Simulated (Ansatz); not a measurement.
# Energy landscape near a Mo structure

The calculation used DFT PBEsol, scalar-relativistic, plane waves, PAW in Ansatz.

Cutoff 420 eV; k points 16×16×16 on the computed 1-atom cell (Γ-centred); Gaussian smearing, width 0.10 eV; no spin polarisation.

Reference cell:

```yaml
crystal:
  lattice:
    - [-1.57100, 1.57100, 1.57100]
    - [1.57100, -1.57100, 1.57100]
    - [1.57100, 1.57100, -1.57100]
  atoms:
    - { symbol: Mo, position: [0.00000, 0.00000, 0.00000] }
```

Each variant moves atoms of this cell by the vectors given, if any (Å), and then applies a symmetric strain (tensor components, Cartesian axes). The reference cell isn't relaxed at this level. Energies are per atom at zero smearing, counted from the lowest variant. Pressure is positive in compression.

1. strain (xx yy zz yz xz xy, %) 4.37 3.76 3.49 -0.11 0.06 -0.11
2. strain (xx yy zz yz xz xy, %) 2.39 5.50 2.60 -0.04 -0.97 -0.40
3. strain (xx yy zz yz xz xy, %) 5.06 2.06 2.06 0.00 0.00 0.00
4. strain (xx yy zz yz xz xy, %) 4.21 5.45 1.83 0.00 -1.08 0.00
5. strain (xx yy zz yz xz xy, %) 3.17 3.62 3.28 0.50 0.05 -0.05

| result | ΔE (meV/atom) | P (GPa) |
| --- | --- | --- |
| A | 61.5 | -26.57 |
| B | 0.0 | -22.95 |
| C | 57.3 | -27.03 |
| D | 33.8 | -25.05 |
| E | 15.8 | -24.62 |

(1) Which variant gave which result?

Answers

(1) A is 4, B is 3, C is 1, D is 2, E is 5. The pressure falls as the cell grows: from the smallest volume to the largest the variants are 3, 5, 2, 4, 1.